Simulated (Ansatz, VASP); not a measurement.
# Cross-check of SrCl2 between VASP and Ansatz

One calculation is typed for both programs; each brings its own data sets and cutoff. How far apart do they land?

Calculated with Ansatz 0.2.0; plane waves, with VASP 6.6.1 beside it; single point at PBEsol.

## (1) Set-up

Symmetry: Fm-3m, No. 225, cubic system. The conventional cell has a = 6.977 Å, b = 6.977 Å, c = 6.977 Å, α = 90.00°, β = 90.00°, γ = 90.00°. Nearest to Sr lie 8 Cl at 3.02 Å. Nearest to Cl lie 4 Sr at 3.02 Å. Farther neighbours and most contacts between anions are not listed.

## (2) VASP: single point, PBEsol

A single point gives forces, pressure and levels at one fixed geometry, so differences don't come from the geometry; what else differs is listed under the comparison.

Lines of VASP's logs that name or quote its potential files are left out, and so is its time.

INCAR

```
SYSTEM = SrCl2
PREC = Accurate
ENCUT = 400
EDIFF = 1E-05
NELM = 100
ISMEAR = 0
SIGMA = 0.05
LREAL = .FALSE.
ALGO = Normal
GGA = PS
NBANDS = 18
LORBIT = 11
LWAVE = .FALSE.
LCHARG = .FALSE.
KPAR = 4
```

POSCAR

```
SrCl2
1.0
    0.0000000000      3.4883500000      3.4883500000
    3.4883500000      0.0000000000      3.4883500000
    3.4883500000      3.4883500000      0.0000000000
Sr Cl
1 2
Direct
    0.0000000000      0.0000000000      0.0000000000
    0.7500000000      0.7500000000      0.7500000000
    0.2500000000      0.2500000000      0.2500000000
```

KPOINTS

```
Automatic mesh
0
Gamma
6 6 6
0 0 0
```

PAW data sets: Sr_sv and Cl (PBE family, release 64).

The run is started by

```bash
mpirun -np 4 vasp_std
```

Numbers of over 12 decimals in the logs are rounded to 6 here.

The program printed:

```text
[banner, memory and clock lines left out]
running    4 mpi-ranks, on    1 nodes
 distrk:  each k-point on    1 cores,    4 groups
 distr:  one band on    1 cores,    1 groups

 POSCAR found type information on POSCAR SrCl
 POSCAR found :  2 types and       3 ions
|                                                                             |
|               ----> ADVICE to this user running VASP <----                  |
|                                                                             |
|     You enforced a specific xc type in the INCAR file but a different       |
|     [... a line on the potential file left out ...]
|     I HOPE YOU KNOW WHAT YOU ARE DOING!                                     |
|                                                                             |

 LDA part: xc-table for (Slater+PW92), standard interpolation
 POSCAR, INCAR and KPOINTS ok, starting setup
 FFT: planning ... GRIDC
 FFT: planning ... GRID_SOFT
 FFT: planning ... GRID
 WAVECAR not read
 entering main loop
       N       E                     dE             d eps       ncg     rms          rms(c)
DAV:   1     0.122792319321E+03    0.12279E+03   -0.99433E+03   576   0.974E+02
DAV:   2    -0.588668741894E+01   -0.12868E+03   -0.12560E+03   750   0.209E+02
DAV:   3    -0.133820362371E+02   -0.74953E+01   -0.74769E+01   802   0.516E+01
DAV:   4    -0.135581091950E+02   -0.17607E+00   -0.17591E+00   924   0.688E+00
DAV:   5    -0.135617731704E+02   -0.36640E-02   -0.36630E-02   834   0.779E-01    0.139E+01
DAV:   6    -0.133278885040E+02    0.23388E+00   -0.50514E-01   688   0.395E+00    0.878E+00
DAV:   7    -0.133311425912E+02   -0.32541E-02   -0.30303E-01   818   0.338E+00    0.157E+00
DAV:   8    -0.133334608116E+02   -0.23182E-02   -0.48478E-02   700   0.118E+00    0.301E-01
DAV:   9    -0.133351029537E+02   -0.16421E-02   -0.18289E-03   780   0.257E-01    0.102E-01
DAV:  10    -0.133362413904E+02   -0.11384E-02   -0.81339E-04   700   0.144E-01    0.320E-02
DAV:  11    -0.133364300658E+02   -0.18868E-03   -0.18051E-04   772   0.620E-02    0.329E-02
DAV:  12    -0.133364533614E+02   -0.23296E-04   -0.34815E-05   664   0.270E-02    0.892E-03
DAV:  13    -0.133364541364E+02   -0.77501E-06   -0.12157E-06   672   0.615E-03
   1 F= -.13336454E+02 E0= -.13336454E+02  d E =-.492953E-13
```

OUTCAR, selected parts (step 2):

```text
ion  position               nearest neighbor table
   1  0.000  0.000  0.000-   2 3.02   2 3.02   2 3.02   2 3.02   3 3.02   3 3.02   3 3.02   3 3.02

  LATTYP: Found a face centered cubic cell.
 ALAT       =     6.9767000000

 Subroutine GETGRP returns: Found 48 space group operations
 (whereof 48 operations were pure point group operations)

The static configuration has the point symmetry O_h .

 Found     16 irreducible k-points:

   k-points           NKPTS =     16   k-points in BZ     NKDIM =     16   number of bands    NBANDS=     18

   dimension x,y,z NGX =    32 NGY =   32 NGZ =   32
   dimension x,y,z NGXF=    64 NGYF=   64 NGZF=   64

   ENCUT  =  400.0 eV  29.40 Ry    5.42 a.u.   8.04  8.04  8.04*2*pi/ulx,y,z

   NELECT =      24.0000    total number of electrons

 k-points in reciprocal lattice and weights: Automatic mesh
   0.00000000  0.00000000  0.00000000       0.005
   0.16666667  0.00000000  0.00000000       0.037
   0.33333333  0.00000000  0.00000000       0.037
   0.50000000  0.00000000  0.00000000       0.019
   0.16666667  0.16666667  0.00000000       0.028
   0.33333333  0.16666667  0.00000000       0.111
   0.50000000  0.16666667  0.00000000       0.111
  -0.33333333  0.16666667  0.00000000       0.111
  -0.16666667  0.16666667  0.00000000       0.056
[...]
-0.33333333  0.33333333  0.16666667       0.111
  -0.33333333  0.50000000  0.16666667       0.056

 average (electrostatic) potential at core
       1 -38.5083       2 -93.3069       3 -93.3069

 E-fermi :   0.3233

 k-point     1 :       0.0000    0.0000    0.0000
  band No.  band energies     occupation
    ...
      8      -2.0854      2.00000
      9      -2.0854      2.00000
     10      -0.2591      2.00000
     11      -0.2591      2.00000
     12      -0.2591      2.00000
     13       5.2153      0.00000
     14       6.0583      0.00000
     15       6.0583      0.00000
     16       8.9612      0.00000
     17       8.9612      0.00000
    ...

 k-point     2 :       0.1667    0.0000    0.0000
  band No.  band energies     occupation
    ...
      8      -1.9826      2.00000
      9      -1.8964      2.00000
     10      -0.5825      2.00000
     11      -0.4128      2.00000
     12      -0.4128      2.00000
     13       5.8194      0.00000
     14       6.2718      0.00000
     15       6.2718      0.00000
     16       7.9841      0.00000
     17       8.7402      0.00000
    ...

 k-point     3 :       0.3333    0.0000    0.0000
  band No.  band energies     occupation
    ...
      8      -1.7232      2.00000
      9      -1.5384      2.00000
     10      -1.1170      2.00000
     11      -0.7505      2.00000
     12      -0.7505      2.00000
     13       6.5995      0.00000
     14       6.5995      0.00000
     15       6.7631      0.00000
     16       7.9545      0.00000
     17       8.6038      0.00000
    ...

  Total       -0.5049492     -0.5049492     -0.5049492      0.0000000      0.0000000      0.0000000
  in kB       -9.5294569     -9.5294569     -9.5294569      0.0000000      0.0000000      0.0000000
  external PRESSURE =      -9.5294569 kB  Pullay stress =       0.0000000 kB

  energy-cutoff  :      400.00
  volume of cell :       84.90
      direct lattice vectors                 reciprocal lattice vectors
     0.000000000  3.488350000  3.488350000    -0.143334241  0.143334241  0.143334241
     3.488350000  0.000000000  3.488350000     0.143334241 -0.143334241  0.143334241
     3.488350000  3.488350000  0.000000000     0.143334241  0.143334241 -0.143334241

 POSITION                                       TOTAL-FORCE (eV/Angst)
 -----------------------------------------------------------------------------------
      0.00000      0.00000      0.00000        -0.000000     -0.000000      0.000000
      5.23252      5.23252      5.23252        -0.000000     -0.000000     -0.000000
      1.74418      1.74418      1.74418         0.000000      0.000000      0.000000
 -----------------------------------------------------------------------------------
    total drift:                                0.000000     -0.000000      0.000000

  FREE ENERGIE OF THE ION-ELECTRON SYSTEM (eV)
  ---------------------------------------------------
  free  energy   TOTEN  =       -13.3364541364 eV

  energy  without entropy=      -13.3364541364  energy(sigma->0) =      -13.33645414

 total charge
# of ion       s       p       d       tot
------------------------------------------
    1        1.996   5.736   0.156   7.888
    2        1.582   3.548   0.000   5.130
    3        1.582   3.548   0.000   5.130
--------------------------------------------------
tot          5.159  12.832   0.156  18.148

[... 3 further parts left out ...]
```

The run ends at a pressure of -0.95 GPa.

## (3) Ansatz: single point, PBEsol

Ansatz runs on its default PAW (the set named soft_2) files.

The same cell, functional, mesh and smearing now go to Ansatz, which takes its cutoff from its data sets.

input.yaml

```yaml
crystal:
  lattice:
    - [0.0, 3.48835, 3.48835]
    - [3.48835, 0.0, 3.48835]
    - [3.48835, 3.48835, 0.0]
  atoms:
    - { symbol: Sr, position: [0.0, 0.0, 0.0] }
    - { symbol: Cl, position: [0.75, 0.75, 0.75] }
    - { symbol: Cl, position: [0.25, 0.25, 0.25] }
hamiltonian:
  xc: pbesol
  pseudopotentials: { kind: paw }
kpoints:
  mp_grid: { grid: [6, 6, 6] }
scf:
  occupations: { method: gaussian, width: 0.05 }
  n_extra_bands: 4
output:
  forces: true
  stress: true
  eigenvalues: true
```

The run is started by

```bash
ansatz run input.yaml --threads 2 --pin off --max-ram 4608MiB --backend cpu --events-out ev --progress --plain --runs-dir out
```

The program printed:

```text
scf.n_extra_bands = 4 over 12 filled bands (N_el = 24.0): the run solves 16 bands
Engine: ansatz 0.2.0, aarch64-unknown-linux-gnu
Pseudopotentials: kind: paw
Pseudopotential: Sr, paw, valence charge 10, recommended cutoff 420 eV (normal), Sr.paw.azcp
Pseudopotential: Cl, paw, valence charge 7, recommended cutoff 420 eV (normal), Cl.paw.azcp
Functional definition: PBEsol
  exchange = pbesol_x
  correlation = pbesol_c
Crystal: 3 atoms, lattice volume = 84.897 Å³
Basis set: ecut = 420 eV, 1639 PW (Γ), exchange–correlation on 72×72×72 points (8 copies of the dense FFT grid, shifted against one another)
Bands: 16, of which v1, the nominal top of the filled ones, is band 12 counted from 1 (11 counted from 0)
Symmetry: 48 space group operations
Space group: Fm-3m (ITA 225), of the structure as read, at distance tolerance 4.4e-5 Å
k-points: 16 of 216
Non-local potential: Sr, projectors of the file, l = 0: 3, l = 1: 2, l = 2: 2
Non-local potential: Cl, projectors of the file, l = 0: 2, l = 1: 2, l = 2: 2
PAW form: soft (Blöchl's): semilocal exchange-correlation on the pseudo side does not see the compensation charge
PAW frozen core: Sr, regenerated for the run's functional, and the local potential with it (the file was generated under x = pbe(κ = 0.804, μ = 0.219515), c = pbe(β = 0.066725))
PAW frozen core: Cl, regenerated for the run's functional, and the local potential with it (the file was generated under x = pbe(κ = 0.804, μ = 0.219515), c = pbe(β = 0.066725))
PAW one-centre angular grid: Sr, 110 points (default); XC on 64 Gauss nodes
PAW one-centre angular grid: Cl, 110 points (default); XC on 64 Gauss nodes
Initial density: superposition of atomic densities (neutral atoms: chi_scale 0, normalization atom), corrected by the library's trained network
Initial wavefunctions: pseudopotential atomic-orbital guess
Functional: x = pbesol(κ = 0.804, μ = 0.123457), c = pbesol(β = 0.046)
SCF iter   1: F=—  HF=-5621.363301 eV  |F-HF|=—  |Δ(HF+E_count)|=         —  Δρ=3.96e-3  dr2=1.98e-2  ethr=1.77e-3  ⟨swp⟩=9.3  Hψ=1867  notcnv=0
preconditioner: auto → none  [insulator: Δε(μ)=5.078 eV  Ē_g=13.909 eV  σ=0.050 eV  W_gap=1.00  n_scr=14 (ndim 8)  ℏωp=18.9 eV  f_vac=0.093  D(μ)=0.00/eV (n_scr^D=0)  ε∞_Penn≈2.8]
SCF iter   2: F=—  HF=-5621.359023 eV  |F-HF|=—  |Δ(HF+E_count)|=   4.28e-3  Δρ=1.19e-3  dr2=7.04e-4  ethr=8.26e-5  ⟨swp⟩=2.8  Hψ=601  notcnv=0
SCF iter   3: F=—  HF=-5621.359044 eV  |F-HF|=—  |Δ(HF+E_count)|=   2.06e-5  Δρ=5.16e-4  dr2=1.21e-4  ethr=2.93e-6  ⟨swp⟩=2.8  Hψ=436  notcnv=0
SCF iter   4: F=—  HF=-5621.359114 eV  |F-HF|=—  |Δ(HF+E_count)|=   7.06e-5  Δρ=1.08e-4  dr2=5.81e-6  ethr=5.06e-7  ⟨swp⟩=2.2  Hψ=330  notcnv=0
SCF iter   5: F=—  HF=-5621.359118 eV  |F-HF|=—  |Δ(HF+E_count)|=   3.73e-6  Δρ=1.18e-5  dr2=8.30e-8  ethr=2.42e-8  ⟨swp⟩=2.7  Hψ=444  notcnv=0
SCF iter   6: F=-5621.359118 eV  HF=-5621.359118 eV  |F-HF|=2.35e-9  |Δ(HF+E_count)|=   2.90e-7  Δρ=9.36e-7  dr2=3.60e-10  ethr=3.46e-10  ⟨swp⟩=3.9  Hψ=1283  notcnv=0
SCF 1 converged in 6 iterations: F = -5621.359118 eV  dr2 = 3.60e-10
  greatest PAW one-centre occupation: 0.986 electrons in one spin orbital (limit 2), on the Sr atom at site 0 (counted from 0), in its partial waves of l = 0
SCF converged after 6 iterations
Free energy (F): -5621.359118 eV
Harris-Foulkes:  -5621.359118 eV  (|F-HF|=2.35e-9)
Internal energy: -5621.359118 eV  (E = F + TS)
E sigma→0 (E₀):  -5621.359118 eV
Fermi energy:    5.597483 eV
--- Per-component energies (eV) ---
  E_band       = -148.526193
  E_kinetic    = 566.919814
  E_local      = -1181.812004  (includes V_loc(G=0)·N_el)
  E_nonlocal   = 261.051061
  E_hartree    = 323.418056
  E_xc         = -384.277575
  E_vxc        = -405.140937  (∫ρ·V_xc dr)
  E_paw        = -3928.182233  (= ΣΔE_a)
  E_vpaw       = -36.380439  (= ΣTr[D̂ρ^β])
  E_aug_tail   = 0.000186  (compensation charges beyond the density's cutoff)
  E_ewald      = -1278.767635
  E_core_change = 0.291212  (= ΣΔE_core)
  E_smearing   = -0.000000  (= −TS)
  E_closure    = 0.000000  (closes the sum)
  Σ components = -5621.359118   (vs F -5621.359118, Δ=0.00e0)
--- Forces (eV/Å), atoms counted from 1 ---
  atom   1  Sr    -0.00000000    -0.00000000    -0.00000000
  atom   2  Cl     0.00000000     0.00000000     0.00000000
  atom   3  Cl    -0.00000000    -0.00000000     0.00000000
  max |Σ_I F_I| component: 5.78e-19 eV/Å
--- Stress (GPa, compression-positive) ---
       -1.057401      -0.000000      -0.000000
        0.000000      -1.057401       0.000000
       -0.000000      -0.000000      -1.057401
  P = ⅓ Tr σ = -1.0574 GPa (-10.574 kbar)
--- Band table (eV; the first three rows and the last of 16) ---
  k-point 0: bands = [... 8 lower, 0.8659, 2.6853, 2.6853, 2.6853, 8.1687, 9.0038, 9.0038, 11.8356]
  k-point 1: bands = [... 8 lower, 1.0539, 2.3635, 2.5326, 2.5326, 8.7720, 9.2184, 9.2184, 10.9001]
  k-point 2: bands = [... 8 lower, 1.4097, 1.8311, 2.1962, 2.1962, 9.5508, 9.5508, 9.7093, 10.8886]
  k-point 15: bands = [... 8 lower, 1.4429, 2.1825, 2.6803, 2.9546, 8.8622, 10.0259, 10.1934, 10.3478]
```

It took 0.71 s on 2 threads of Arm Neoverse V2, shared host; peak memory 0.31 GiB; 1.3 s of CPU time.

In the SCF lines HF is the Harris–Foulkes energy and dr2 the Hartree energy of the density residual, in eV; the loop may stop once dr2 is under the threshold and the program's other checks hold. Hψ counts applications of the Hamiltonian.

The run ends at a pressure of -1.06 GPa.

## (4) Differences

Known differences besides the potentials themselves: the cutoff is 420 eV in Ansatz and 400 eV in VASP; Ansatz makes its cores anew for this functional, VASP keeps those of its PBE data sets; VASP leaves aspherical gradient terms in its spheres out (LASPH is not set), Ansatz keeps them. Total energies have different zeros and are not compared.

Compared:

```tsv
quantity	Ansatz	VASP	difference
pressure (GPa)	-1.06	-0.95	-0.10
gap on the k mesh (eV)	5.143	5.131	+0.012
```

A gap on the mesh is an upper bound, since the band edges may lie between its points.

## (5) Outcome

```
difference in gap on the k mesh (single point, PBEsol) : 0.012 eV
```

The difference in gap on the k mesh is 0.012 eV (single point, PBEsol), within the 0.08 eV picked in this series as the mark of a large difference. How closely two codes agree says nothing of how well the functional describes the real material.

[Lines on the potential files, build, host, timing and source positions are cut from VASP's logs without a mark.]

[Logs are printed without paths, hosts, clocks, repeated set-up lines and the standing remarks that a program may print on its own settings, such as how far it seeks lower states.]

[Hosts, paths, dates, database ids (printed as entryN), source tags and the programs' standing remarks are cut or masked in the printed files.]
